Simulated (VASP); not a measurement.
# MgS (Niningerite) (Fm-3m) in VASP: notebook

One crystal, MgS (Niningerite), is run at these levels: HSE06, HSE03, PBE0, r2SCAN-EpsX; tasks: band structure.

All numbers are computed with VASP 6.6.1; they aren't measurements. Logs are shortened: lines on timing, memory, paths and dates and some standing lists are left out, and cuts for length are marked.

### 1 Starting point

Symmetry: Fm-3m, No. 225, cubic system. The conventional cell has a = 5.203 Å, b = 5.203 Å, c = 5.203 Å, α = 90.00°, β = 90.00°, γ = 90.00°. S (site symmetry m-3m) is surrounded by 6 Mg at 2.60 Å. Mg (site symmetry m-3m) is surrounded by 6 S at 2.60 Å.

### 2 Band structure, HSE06

File POSCAR:

```
MgS
1.0
    0.0000000000      2.6016500000      2.6016500000
    2.6016500000      0.0000000000      2.6016500000
    2.6016500000      2.6016500000      0.0000000000
S Mg
1 1
Direct
    0.5000000000      0.5000000000      0.5000000000
    0.0000000000      0.0000000000      0.0000000000
```

File INCAR.step1:

```
SYSTEM = MgS
ALGO     = Normal         ! electronic algorithm
EDIFF    = 1E-5           ! SCF threshold, eV
ENCUT    = 520            ! plane-wave cutoff, eV
GGA      = PE             ! functional
ISIF     = 2              ! what is computed and relaxed
ISMEAR   = 0              ! smearing method
KPAR     = 4            
LASPH    = .TRUE.         ! aspherical terms in the spheres
LCHARG   = .FALSE.        ! write CHGCAR
LREAL    = .FALSE.        ! projectors in reciprocal space
LWAVE    = .TRUE.         ! write WAVECAR
NBANDS   = 11             ! bands
NELM     = 100            ! most SCF steps
PREC     = Accurate       ! precision mode
SIGMA    = 0.02           ! smearing width, eV
```

File INCAR.step2:

```
SYSTEM = MgS
ALGO     = Normal         ! electronic algorithm
EDIFF    = 1E-6           ! SCF threshold, eV
ENCUT    = 520            ! plane-wave cutoff, eV
GGA      = PE             ! functional
HFSCREEN = 0.2            ! screening, 1/A
ISIF     = 2              ! what is computed and relaxed
ISMEAR   = 0              ! smearing method
ISTART   = 1            
KPAR     = 4            
LASPH    = .TRUE.         ! aspherical terms in the spheres
LCHARG   = .FALSE.        ! write CHGCAR
LHFCALC  = .TRUE.         ! exact exchange
LREAL    = .FALSE.        ! projectors in reciprocal space
LWAVE    = .FALSE.        ! write WAVECAR
NBANDS   = 11             ! bands
NELM     = 100            ! most SCF steps
PREC     = Accurate       ! precision mode
PRECFOCK = Fast         
SIGMA    = 0.02           ! smearing width, eV
```

File KPOINTS:

```
k-points
0
G
  6 6 6
  0 0 0
```

File KPOINTS_OPT:

```
path GXWKGLUWLK,UX
10
line-mode
reciprocal
 0.0000000000  0.0000000000  0.0000000000  G
 0.5000000000  0.0000000000  0.5000000000  X

 0.5000000000  0.0000000000  0.5000000000  X
 0.5000000000  0.2500000000  0.7500000000  W

 0.5000000000  0.2500000000  0.7500000000  W
 0.3750000000  0.3750000000  0.7500000000  K

 0.3750000000  0.3750000000  0.7500000000  K
 0.0000000000  0.0000000000  0.0000000000  G

 0.0000000000  0.0000000000  0.0000000000  G
 0.5000000000  0.5000000000  0.5000000000  L

 0.5000000000  0.5000000000  0.5000000000  L
 0.6250000000  0.2500000000  0.6250000000  U

 0.6250000000  0.2500000000  0.6250000000  U
 0.5000000000  0.2500000000  0.7500000000  W

 0.5000000000  0.2500000000  0.7500000000  W
 0.5000000000  0.5000000000  0.5000000000  L

 0.5000000000  0.5000000000  0.5000000000  L
 0.3750000000  0.3750000000  0.7500000000  K

 0.6250000000  0.2500000000  0.6250000000  U
 0.5000000000  0.0000000000  0.5000000000  X
```

Potentials or basis: VASP PAW PBE potentials, release 64 (S, Mg).

On the command line:

```console
> cat potpaw_PBE.64/S/POTCAR potpaw_PBE.64/Mg/POTCAR > POTCAR
> cp INCAR.step1 INCAR
> mpirun -np 4 vasp_std > vasp.out
> cp INCAR.step2 INCAR
> mpirun -np 4 vasp_std > vasp.out
```

OUTCAR:

```text
SYSTEM = MgS
   EDIFF = 1E-6
   ENCUT = 520
   GGA = PE
   HFSCREEN = 0.2
   ISIF = 2
   ISMEAR = 0
   ISTART = 1
   LASPH = .TRUE.
   LHFCALC = .TRUE.
   LREAL = .FALSE.
   NELM = 100
   PREC = Accurate
   PRECFOCK = Fast

 ion  position               nearest neighbor table
   1  0.500  0.500  0.500-   2 2.60   2 2.60   2 2.60   2 2.60   2 2.60   2 2.60
   2  0.000  0.000  0.000-   1 2.60   1 2.60   1 2.60   1 2.60   1 2.60   1 2.60

  LATTYP: Found a face centered cubic cell.
 ALAT       =     5.2033000000

  Lattice vectors:

 A1 = (   0.0000000000,   2.6016500000,   2.6016500000)
 A2 = (   2.6016500000,   0.0000000000,   2.6016500000)
 A3 = (   2.6016500000,   2.6016500000,   0.0000000000)

Analysis of symmetry for initial positions (statically):
=====================================================================
 Subroutine PRICEL returns:
 Original cell was already a primitive cell.

 Routine SETGRP: Setting up the symmetry group for a
 face centered cubic supercell.

 Subroutine GETGRP returns: Found 48 space group operations
 (whereof 48 operations were pure point group operations)
 out of a pool of 48 trial point group operations.

The static configuration has the point symmetry O_h .

Analysis of symmetry for dynamics (positions and initial velocities):
=====================================================================
 Subroutine PRICEL returns:
 Original cell was already a primitive cell.

 Routine SETGRP: Setting up the symmetry group for a
 face centered cubic supercell.

 Subroutine GETGRP returns: Found 48 space group operations
 (whereof 48 operations were pure point group operations)
 out of a pool of 48 trial point group operations.

The dynamic configuration has the point symmetry O_h .

 Subroutine INISYM returns: Found 48 space group operations
 (whereof 48 operations are pure point group operations),
 and found     1 'primitive' translations

----------------------------------------------------------------------------------------

                                     Primitive cell

  volume of cell :      35.2190

  direct lattice vectors                    reciprocal lattice vectors
     0.000000000  2.601650000  2.601650000    -0.192185728  0.192185728  0.192185728
     2.601650000  0.000000000  2.601650000     0.192185728 -0.192185728  0.192185728
     2.601650000  2.601650000  0.000000000     0.192185728  0.192185728 -0.192185728

  length of vectors
     3.679288715  3.679288715  3.679288715     0.332875446  0.332875446  0.332875446

  position of ions in fractional coordinates (direct lattice)
     0.500000000  0.500000000  0.500000000
     0.000000000  0.000000000  0.000000000

  ion indices of the primitive-cell ions
   primitive index   ion index
                 1           1
                 2           2

----------------------------------------------------------------------------------------

 KPOINTS: k-points

Automatic generation of k-mesh.
 Grid dimensions read from file:
 generate k-points for:    6    6    6

 Generating k-lattice:

  Cartesian coordinates                     Fractional coordinates (reciprocal lattice)
    -0.032030955  0.032030955  0.032030955     0.166666667  0.000000000  0.000000000
     0.032030955 -0.032030955  0.032030955     0.000000000  0.166666667  0.000000000
     0.032030955  0.032030955 -0.032030955     0.000000000  0.000000000  0.166666667

  Length of vectors
     0.055479241  0.055479241  0.055479241

  Shift w.r.t. Gamma in fractional coordinates (k-lattice)
     0.000000000  0.000000000  0.000000000

 Subroutine IBZKPT returns following result:
 ===========================================

 Found     16 irreducible k-points:

 Following reciprocal coordinates:
            Coordinates               Weight
  0.000000  0.000000  0.000000      1.000000
  0.166667  0.000000  0.000000      8.000000
  0.333333  0.000000  0.000000      8.000000
  0.500000  0.000000  0.000000      4.000000
  0.166667  0.166667  0.000000      6.000000
  0.333333  0.166667  0.000000     24.000000
[... 8 lines left out ...]
 -0.333333  0.333333  0.166667     24.000000
 -0.333333  0.500000  0.166667     12.000000
   k-points           NKPTS =     16   k-points in BZ     NKDIM =    216   number of bands    NBANDS=     11
   number of dos      NEDOS =    301   number of ions     NIONS =      2
   total plane-waves  NPLWV =  21952
   dimension x,y,z NGX =    28 NGY =   28 NGZ =   28
   dimension x,y,z NGXF=    56 NGYF=   56 NGZF=   56
   ions per type =               1   1
   NGX,Y,Z   is equivalent  to a cutoff of  12.65, 12.65, 12.65 a.u.
   NGXF,Y,Z  is equivalent  to a cutoff of  25.30, 25.30, 25.30 a.u.
 SYSTEM =  MgS
   PREC   = accura    normal or accurate (medium, high low for compatibility)
   ISTART =      1    job   : 0-new  1-cont  2-samecut
   ICHARG =      0    charge: 1-file 2-atom 10-const
   ISPIN  =      1    spin polarized calculation?
   LNONCOLLINEAR =      F non collinear calculations
   LSORBIT =      F    spin-orbit coupling
   LASPH  =      T    aspherical Exc in radial PAW
   ENCUT  =  520.0 eV  38.22 Ry    6.18 a.u.   6.84  6.84  6.84*2*pi/ulx,y,z
   NELM   =    100;   NELMIN=  2; NELMDL=  0     # of ELM steps
   EDIFF  = 0.1E-05   stopping-criterion for ELM
   LREAL  =      F    real-space projection
   EDIFFG = 0.1E-04   stopping-criterion for IOM
   NSW    =      0    number of steps for IOM
   IBRION =     -1    ionic relax: 0-MD 1-quasi-New 2-CG
   NFREE  =      0    steps in history (QN), initial steepest desc. (CG)
   ISIF   =      2    stress and relaxation
   ISYM   =      3    0-nonsym 1-usesym 2-fastsym
   POTIM  = 0.5000    time-step for ionic-motion
   TEBEG  =    0.0;   TEEND  =   0.0 temperature during run
   PSTRESS=    0.0 pullay stress
   NELECT =       8.0000    total number of electrons
   NUPDOWN=      -1.0000    fix difference up-down
   EMIN   =  10.00;   EMAX   =-10.00  energy-range for DOS
   EFERMI =   0.00;   METHOD = LEGACY
   ISMEAR =     0;   SIGMA  =   0.02  broadening in eV -4-tet -1-fermi 0-gaus
   EFERMI_NEDOS =   21; number of points for ismear=-14 and -15
   IALGO  =     38    algorithm
   IMIX   =      1    mixing-type and parameters
     AMIX     =   0.40;   BMIX     =  1.00
     AMIX_MAG =   1.60;   BMIX_MAG =  1.00
  volume/ion in A,a.u.               =      17.61       118.83
  Fermi-wavevector in a.u.,A,eV,Ry     =   0.998878  1.887606 13.575323  0.997758
  Thomas-Fermi vector in A             =   2.131131
   LORBIT       =      0    0 simple, 1 ext, 2 COOP (PROOUT), +10 PAW based schemes
   GGA     = PE    functional components
   LHFCALC =     T    Hartree Fock is set to
   PRECFOCK=fast      Normal, Fast or Accurate (Low or Medium for compatibility)
   ENCUT4O =  -1.0   cutoff for four orbital integrals eV
   NKREDX  =     1    reduce k-point grid by
   NKREDY  =     1    reduce k-point grid by
   NKREDZ  =     1    reduce k-point grid by
   AEXX    =    0.2500 exact exchange contribution
   HFSCREEN=    0.2000 screening length (either q_TF or 0.3 A-1)
   HFSCREENC=   0.2000 screening length for correlation (either q_TF or 0.3 A-1)
   ENCUTFOCK=  -1.0 apply spherical cutoff to Coloumb kernel
   IVDW    =     0    specifies the selected vdW correction
   LEPSILON=     F    determine dielectric tensor
   LRPA    =     F    only Hartree local field effects (RPA)
 non-spin polarized calculation
 Gauss-broadening in eV      SIGMA  =   0.02
  energy-cutoff  :      520.00
  volume of cell :       35.22
 maximum number of plane-waves:       960
  NGX = 16; NGY = 16; NGZ = 16

 number of electron       8.0000000 magnetization

 Free energy of the ion-electron system (eV)
  ---------------------------------------------------
  ext. energy  EPLUGINS =         0.00000000
  ---------------------------------------------------
  free energy    TOTEN  =        -9.90701517 eV

  energy without entropy =       -9.90701517  energy(sigma->0) =       -9.90701517

 E-fermi :   3.1914     XC(G=0):  -8.0370

 val. band max:        3.0517929023   @ k =   0.0000   0.0000   0.0000
 cond. band min:       6.8234313386   @ k =   0.5000   0.5000   0.0000
 fundamental gap:      3.7716384363
 Fermi energy:         3.1914330718

 k-point     1 :       0.0000    0.0000    0.0000
  band No.  band energies     occupation
      1     -10.9169      2.00000
      2       3.0518      2.00000
      3       3.0518      2.00000
      4       3.0518      2.00000
      5       7.8665      0.00000
      6      12.1787      0.00000
      7      12.1787      0.00000
      8      12.1787      0.00000
      9      14.7651      0.00000
     10      14.7651      0.00000
     11      16.8067      0.00000

 k-point     2 :       0.1667    0.0000    0.0000
  band No.  band energies     occupation
      1     -10.6278      2.00000
      2       1.3220      2.00000
      3       2.8684      2.00000
      4       2.8684      2.00000
      5       8.9805      0.00000
      6      11.8936      0.00000
      7      12.4745      0.00000
      8      12.4745      0.00000
      9      14.0163      0.00000
     10      14.0163      0.00000
     11      16.9012      0.00000

 k-point     3 :       0.3333    0.0000    0.0000
  band No.  band energies     occupation
      1      -9.9301      2.00000
      2      -1.1224      2.00000
      3       2.5480      2.00000
      4       2.5480      2.00000
      5       8.8882      0.00000
      6      11.5805      0.00000
      7      11.5805      0.00000
      8      13.8324      0.00000
      9      15.9537      0.00000
     10      15.9590      0.00000
     11      15.9590      0.00000
[... 155 lines left out ...]
 k-point    15 :      -0.3333    0.3333    0.1667
  band No.  band energies     occupation
      1      -9.1498      2.00000
      2      -1.2215      2.00000
      3       0.0987      2.00000
      4       1.3454      2.00000
      5       9.4981      0.00000
      6      10.9234      0.00000
      7      13.0158      0.00000
      8      13.2892      0.00000
      9      16.7079      0.00000
     10      18.5167      0.00000
     11      20.4061      0.00000

 k-point    16 :      -0.3333    0.5000    0.1667
  band No.  band energies     occupation
      1      -9.0360      2.00000
      2      -1.0545      2.00000
      3       0.2399      2.00000
      4       0.6803      2.00000
      5       8.5329      0.00000
      6      10.3517      0.00000
      7      13.5536      0.00000
      8      14.1979      0.00000
      9      18.4281      0.00000
     10      19.6751      0.00000
     11      20.1451      0.00000

------------------------ aborting loop because EDIFF is reached ----------------------------------------

  FORCE on cell =-STRESS in cart. coord.  units (eV):
  Direction    XX          YY          ZZ          XY          YZ          ZX
  --------------------------------------------------------------------------------------
  -------------------------------------------------------------------------------------
  Total       -0.1615148     -0.1615148     -0.1615148     -0.0000000     -0.0000000      0.0000000
  in kB       -7.3476132     -7.3476132     -7.3476132     -0.0000000     -0.0000000      0.0000000
  external PRESSURE =      -7.3476132 kB  Pullay stress =       0.0000000 kB

 VOLUME and BASIS-vectors are now :
 -----------------------------------------------------------------------------
  energy-cutoff  :      520.00
  volume of cell :       35.22
      direct lattice vectors                 reciprocal lattice vectors
     0.000000000  2.601650000  2.601650000    -0.192185728  0.192185728  0.192185728
     2.601650000  0.000000000  2.601650000     0.192185728 -0.192185728  0.192185728
     2.601650000  2.601650000  0.000000000     0.192185728  0.192185728 -0.192185728

 POSITION                                       TOTAL-FORCE (eV/Angst)
 -----------------------------------------------------------------------------------
      2.60165      2.60165      2.60165        -0.000000      0.000000     -0.000000
      0.00000      0.00000      0.00000         0.000000     -0.000000      0.000000
 -----------------------------------------------------------------------------------
    total drift:                               -0.000002     -0.000003     -0.000003

  FREE ENERGIE OF THE ION-ELECTRON SYSTEM (eV)
  ---------------------------------------------------
  free  energy   TOTEN  =        -9.9070151734 eV

  energy  without entropy=       -9.9070151734  energy(sigma->0) =       -9.90701517
```

Run time: 6.1 min. Hardware: 4 MPI ranks of Intel Xeon Platinum 8488C (Sapphire Rapids), shared host; peak memory 0.31 GiB.

Results:

```
Free energy             : -9.9070 eV
Pressure                : -0.7 GPa
Band gap on the k mesh  : 3.77 eV, indirect (least direct gap 4.81 eV)
Band gap along the path : 3.77 eV, indirect (least direct gap 4.81 eV)
```

Levels at the corners of the path, in eV from the valence-band top:
```csv
point,band 1,band 2,band 3,band 4,band 5,band 6,band 7,band 8
Γ,-13.97,0.00,0.00,0.00,4.81,9.13,9.13,9.13
X,-12.12,-4.60,-1.85,-1.85,3.77,5.36,13.55,14.36
X,-12.12,-4.60,-1.85,-1.85,3.77,5.36,13.55,14.36
W,-12.08,-3.53,-3.53,-2.52,6.38,9.16,9.16,9.34
W,-12.08,-3.53,-3.53,-2.52,6.38,9.16,9.16,9.34
K,-12.13,-4.04,-3.45,-1.49,4.94,7.85,11.08,11.47
K,-12.13,-4.04,-3.45,-1.49,4.94,7.85,11.08,11.47
Γ,-13.97,0.00,0.00,0.00,4.81,9.13,9.13,9.13
Γ,-13.97,0.00,0.00,0.00,4.81,9.13,9.13,9.13
L,-12.54,-5.27,-0.65,-0.65,5.57,8.07,8.07,11.62
L,-12.54,-5.27,-0.65,-0.65,5.57,8.07,8.07,11.62
U,-12.13,-4.04,-3.45,-1.49,4.94,7.85,11.08,11.47
U,-12.13,-4.04,-3.45,-1.49,4.94,7.85,11.08,11.47
W,-12.08,-3.53,-3.53,-2.52,6.38,9.16,9.16,9.34
W,-12.08,-3.53,-3.53,-2.52,6.38,9.16,9.16,9.34
L,-12.54,-5.27,-0.65,-0.65,5.57,8.07,8.07,11.62
L,-12.54,-5.27,-0.65,-0.65,5.57,8.07,8.07,11.62
K,-12.13,-4.04,-3.45,-1.49,4.94,7.85,11.08,11.47
U,-12.13,-4.04,-3.45,-1.49,4.94,7.85,11.08,11.47
X,-12.12,-4.60,-1.85,-1.85,3.77,5.36,13.55,14.36
```

Caveat: the PAW data sets were made with another functional, which shifts forces and pressure a little.

### 3 Band structure, HSE03

POSCAR is that of step 2.

INCAR.step1 is that of step 2.

Changes to INCAR.step2 since step 2:

```diff
@@ -5,3 +5,3 @@
 GGA      = PE             ! functional
-HFSCREEN = 0.2            ! screening, 1/A
+HFSCREEN = 0.3            ! screening, 1/A
 ISIF     = 2              ! what is computed and relaxed
```

KPOINTS is that of step 2.

KPOINTS_OPT is that of step 2.

Potentials or basis: VASP PAW PBE potentials, release 64 (S, Mg).

On the command line:

```console
> cat potpaw_PBE.64/S/POTCAR potpaw_PBE.64/Mg/POTCAR > POTCAR
> cp INCAR.step1 INCAR
> mpirun -np 4 vasp_std > vasp.out
> cp INCAR.step2 INCAR
> mpirun -np 4 vasp_std > vasp.out
```

It took 5 min on 4 MPI ranks of Intel Xeon Platinum 8488C (Sapphire Rapids), shared host; peak memory 0.31 GiB.

It converged, with:

```yaml
Free_energy: -9.6679 eV
Pressure: -0.6 GPa
Band_gap_on_the_k_mesh: 3.54 eV, indirect (least direct gap 4.59 eV)
Band_gap_along_the_path: 3.54 eV, indirect (least direct gap 4.59 eV)
```

Levels at the corners of the path, in eV from the valence-band top:
```csv
point,band 1,band 2,band 3,band 4,band 5,band 6,band 7,band 8,band 9
Γ,-13.88,0.00,0.00,0.00,4.59,8.87,8.87,8.87,11.43
X,-12.05,-4.53,-1.82,-1.82,3.54,5.13,13.26,14.06,14.65
X,-12.05,-4.53,-1.82,-1.82,3.54,5.13,13.26,14.06,14.65
W,-12.00,-3.47,-3.47,-2.49,6.12,8.90,8.90,9.07,15.63
W,-12.00,-3.47,-3.47,-2.49,6.12,8.90,8.90,9.07,15.63
K,-12.05,-3.98,-3.40,-1.47,4.70,7.59,10.79,11.19,13.06
K,-12.05,-3.98,-3.40,-1.47,4.70,7.59,10.79,11.19,13.06
Γ,-13.88,0.00,0.00,0.00,4.59,8.87,8.87,8.87,11.43
Γ,-13.88,0.00,0.00,0.00,4.59,8.87,8.87,8.87,11.43
L,-12.46,-5.20,-0.64,-0.64,5.35,7.82,7.82,11.32,13.27
L,-12.46,-5.20,-0.64,-0.64,5.35,7.82,7.82,11.32,13.27
U,-12.05,-3.98,-3.40,-1.47,4.70,7.59,10.79,11.19,13.06
U,-12.05,-3.98,-3.40,-1.47,4.70,7.59,10.79,11.19,13.06
W,-12.00,-3.47,-3.47,-2.49,6.12,8.90,8.90,9.07,15.63
W,-12.00,-3.47,-3.47,-2.49,6.12,8.90,8.90,9.07,15.63
L,-12.46,-5.20,-0.64,-0.64,5.35,7.82,7.82,11.32,13.27
L,-12.46,-5.20,-0.64,-0.64,5.35,7.82,7.82,11.32,13.27
K,-12.05,-3.98,-3.40,-1.47,4.70,7.59,10.79,11.19,13.06
U,-12.05,-3.98,-3.40,-1.47,4.70,7.59,10.79,11.19,13.06
X,-12.05,-4.53,-1.82,-1.82,3.54,5.13,13.26,14.06,14.65
```

Caveat: the PAW data sets were made with another functional, which shifts forces and pressure a little.

(Part 1 of 2 ends here.)
